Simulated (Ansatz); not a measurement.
Records of electronic-structure calculations.

Al2O3 (Corundum): band gap by G0W0 on PBE. The structure is trigonal, space group R-3c (No. 167). The conventional cell has a = 4.760 Å, b = 4.760 Å, c = 12.996 Å, α = 90.00°, β = 90.00°, γ = 120.00°. Nearest to Al lie 6 O at 1.85 to 1.97 Å. O has 4 Al at 1.85 to 1.97 Å nearest. Farther neighbours and most contacts between anions are not listed. The calculation used DFT, PBE, plane waves, PAW (and 1 further level or step) in Ansatz 0.2.0, with cutoff 420 eV, 6×6×6 k-mesh, smearing width 0.02 eV, default PAW in one of its runs. The PBE gap over mesh and path is 6.217 eV, direct, at k = Γ, the G0W0@PBE gap over 11 of 13 irreducible mesh points is 8.912 eV, direct, at k = Γ and the GW settings are 4×4×4 mesh, 354 empty bands, screening to 150 eV. The known limits are finite bands, screening cutoff and k mesh; no spin-orbit coupling in G0W0. It took 2 runs, 24 s in all on 1 × NVIDIA H100 80GB HBM3 (shared by 3 runs) with 3 threads of AMD EPYC 7R13 (Zen 3), shared host (the runs of this entry). Over 11 of 13 irreducible mesh points the G0W0 gap is 8.912 eV, direct, at k = Γ. The PBE gap of this run on the mesh is 6.217 eV. The two states that bound the G0W0 gap lie that far apart at the start, so the correction of the gap is 8.912 − 6.217 = +2.695 eV. The valence state moves by 6.374 − 7.751 = −1.377 eV and the conduction state by 15.286 − 13.968 = +1.318 eV, on the run's own scale; with 149 bands the edge states move by −0.946 and +1.418 eV, so the split between the edges depends on the bands and cutoff. The cell and positions come from the Crystallography Open Database and are kept as given unless a step says otherwise. From 149 bands and 75 eV to 378 bands and 150 eV the gap moves by 8.912 − 8.581 = +0.331 eV; bands and screening cutoff rise together, so their parts are not told apart. Two runs can't test a law of convergence, so the limit is not known. The differences hold parts that these runs do not separate: finite bands, cutoffs and mesh, points of the zone that were not corrected, the start of G0W0, spin-orbit coupling missing from it, static nuclei, no electron-hole attraction, and what each experiment reads as the gap. How much each gives is not known from the steps shown.

```
Al O
1.0
     2.38025    1.37424    4.33187
    -2.38025    1.37424    4.33187
     0.00000   -2.74848    4.33187
Al O
4 6
Direct
  0.35216 0.35216 0.35216
  0.14784 0.14784 0.14784
  0.64784 0.64784 0.64784
  0.85216 0.85216 0.85216
  0.55668 0.94332 0.25000
  0.25000 0.55668 0.94332
  0.94332 0.25000 0.55668
  0.44332 0.05668 0.75000
  0.75000 0.44332 0.05668
  0.05668 0.75000 0.44332
```

[Paths, hosts, dates, memory and timing lines, banners, echoed tables and standing remarks are left out of the program output.]

[Logs are printed without paths, hosts, clocks, repeated set-up lines and the standing remarks that a program may print on its own settings, such as how far it seeks lower states.]

[Runs of the session that timed out or met a known fault of the program may be left out.]

[Cells called generated may have been cut or substituted from an entry of the Crystallography Open Database or the Materials Project.]

[Hosts, paths, dates, database ids (printed as entryN), source tags and the programs' standing remarks are cut or masked in the printed files.]
